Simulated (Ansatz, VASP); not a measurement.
Two plane-wave programs on B2P

File INCAR:

```
PREC = Accurate ; ENCUT = 600
EDIFF = 1E-6 ; ISMEAR = 0
SIGMA = 0.1 ; LREAL = False
LASPH = True ; NELM = 100
ALGO = Normal ; ISIF = 3
LWAVE = False ; LCHARG = False
GGA = PE ; IBRION = 2
NSW = 100 ; EDIFFG = -0.01
```

KPOINTS

```
regular mesh
0
Gamma
  18 18 18
```

Contents of POSCAR:

```
B2P
1.0
    1.5078837637      0.8705770969      3.9485040618
   -1.5078837637      0.8705770969      3.9485040618
    0.0000000000     -1.7411541938      3.9485040618
B P
2 1
Direct
    0.4296575095      0.4296575095      0.4296575095
    0.5703424905      0.5703424905      0.5703424905
    0.0000000000      0.0000000000      0.0000000000
```

Input for Ansatz:

```yaml
crystal:
  lattice:
    - [1.5078837637, 0.8705770969, 3.9485040618]
    - [-1.5078837637, 0.8705770969, 3.9485040618]
    - [0.0, -1.7411541938, 3.9485040618]
  atoms:
    - { symbol: B, position: [0.4296575095, 0.4296575095, 0.4296575095] }
    - { symbol: B, position: [0.5703424905, 0.5703424905, 0.5703424905] }
    - { symbol: P, position: [0.0, 0.0, 0.0] }
basis:
  ecutwfc: 420
kpoints:
  mp_grid: { grid: [18, 18, 18] }
hamiltonian:
  xc: pbe
scf:
  occupations: { method: gaussian, width: 0.1 }
output:
  forces: true
  stress: true
  eigenvalues: true
relax:
  adjacent_minimum: "off"
  f_tol: 0.01
  max_steps: 80
  cell: { stress_tol: 0.05 }
```

Alike in both runs: task relaxation of cell and atoms; functional PBE; k mesh 18 × 18 × 18; occupations gaussian, width 0.1 eV; no spin polarisation.

|  | VASP | Ansatz |
| --- | --- | --- |
| version | VASP 6.6.1 | Ansatz 0.2.0 |
| potentials or method | VASP PAW PBE potentials, release 64 (B, P) | scalar-relativistic, plane waves, PAW |
| plane-wave cutoff (eV) | 600 | 420 |
| valence electrons in the cell | 11 | 11 |

|  | VASP | Ansatz | Ansatz less VASP |
| --- | --- | --- | --- |
| gap on the k mesh at the Fermi level, each at its own relaxed structure (eV) | none | none | - |
| relaxed volume (Å³/atom) | 10.39 | 10.40 | +0.009 |
| relaxed cell length with the largest relative difference (Å) | 4.297 | 4.297 | -0.0003 |

A gap of «none» marks a metal or a gap that the smearing closes.
